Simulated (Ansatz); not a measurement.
Crystal: Pb.

```xyz
1
Lattice="-1.9797 1.9797 1.9797 1.9797 -1.9797 1.9797 1.9797 1.9797 -1.9797" Properties=species:S:1:pos:R:3 pbc="T T T"
Pb    0.0000    0.0000    0.0000
```

This isn't the form of Pb at room conditions, which is fcc.

Base run:

| Quantity | Value |
| --- | --- |
| Program | Ansatz 0.2.0 |
| Functional | PBEsol |
| Potentials or basis | all-electron LAPW, scalar-relativistic |
| Cutoff | 163 eV (chosen from the basis error) |
| Basis error allowed | 0.001 eV/atom |
| k mesh | 9 × 9 × 9 |
| Occupations | fermi-dirac, width 0.05 eV |
| Spin | no spin polarisation |

Its results: pressure -2.0 GPa.

Question: The run is repeated on the same cell with these changes: functional from PBEsol to PBE. What comes out?

Answer: Pressure 0.8 GPa.

PBE binds less tightly than PBEsol, so the same cell stands under more pressure.
